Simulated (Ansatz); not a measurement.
The system is BaTiO3.

```
Ba Ti O
1.0
     4.00730    0.00000    0.00000
     0.00000    4.00730    0.00000
     0.00000    0.00000    8.01460
Ba Ti O
2 2 6
Cartesian
  2.3139 2.3844 1.9229
  2.0570 1.8276 6.1203
  0.1419 4.0001 0.1061
  3.8069 3.8918 4.1558
  2.2804 3.7093 7.8525
  1.7205 3.8733 4.0115
  3.8827 2.3866 7.8876
  3.8235 1.8548 4.1970
  3.8544 0.0411 1.7952
  0.1626 0.0749 6.0314
```

```yaml
Program: Ansatz 0.2.0
Task: relaxation of cell and atoms
Functional: PBEsol
Potentials_or_basis: Ansatz PAW
Cutoff: "420 eV (not typed: the program's choice for these potentials)"
k_mesh: 7 × 7 × 4
Occupations: fermi-dirac, width 0.05 eV
Spin: no spin polarisation
Hubbard_terms: Ti d U = 1 eV
```

At the start: volume 12.87 Å³/atom.

Problem. Where does the relaxation end?

Solution. It ends after 10 steps and the volume is 12.68 Å³/atom (-1.5 %); space group R3m (No. 160, to 0.05 Å).

The path:
| step | energy change (eV) | largest force (eV/Å) | volume (Å³) |
| --- | --- | --- | --- |
| 1 | 0.0000 | 7.6682 | 128.70 |
| 2 | -3.0398 | 3.7506 | 131.43 |
| 3 | -4.1961 | 1.2149 | 127.17 |
| 4 | -4.4082 | 0.1014 | 125.48 |
| 5 | -4.4136 | 0.1211 | 127.07 |
| 6 | -4.4170 | 0.0125 | 126.90 |
| 7 | -4.4171 | 0.0008 | 126.90 |
| 8 | -4.4110 | 0.0008 | 126.90 |
| 9 | -4.4113 | 0.0005 | 126.81 |
| 10 | -4.4110 | 0.0005 | 126.81 |

Final structure:
```
CELL_PARAMETERS angstrom
3.98755 -0.00378 0.00383
-0.00378 3.98730 -0.00382
0.00767 -0.00764 7.97596
ATOMIC_POSITIONS crystal
Ba 0.50559 0.49443 0.25282
Ba 0.50559 0.49443 0.75282
Ti 0.01542 0.98463 0.00776
Ti 0.01542 0.98463 0.50776
O 0.48924 0.00512 0.99742
O 0.48924 0.00512 0.49742
O 0.99486 0.51072 0.99742
O 0.99486 0.51072 0.49742
O 0.99489 0.00510 0.24458
O 0.99488 0.00510 0.74458
```

Caveat: the electronic state changed during the relaxation; the plane-wave basis is chosen anew once the cell has moved, so the energies of steps on either side of that aren't comparable; the pressure holds a Pulay correction of +0.6 GPa for the finite cutoff; the PAW data sets come from PBE, with cores solved anew for the run's functional, which leaves a small shift of forces and pressure.
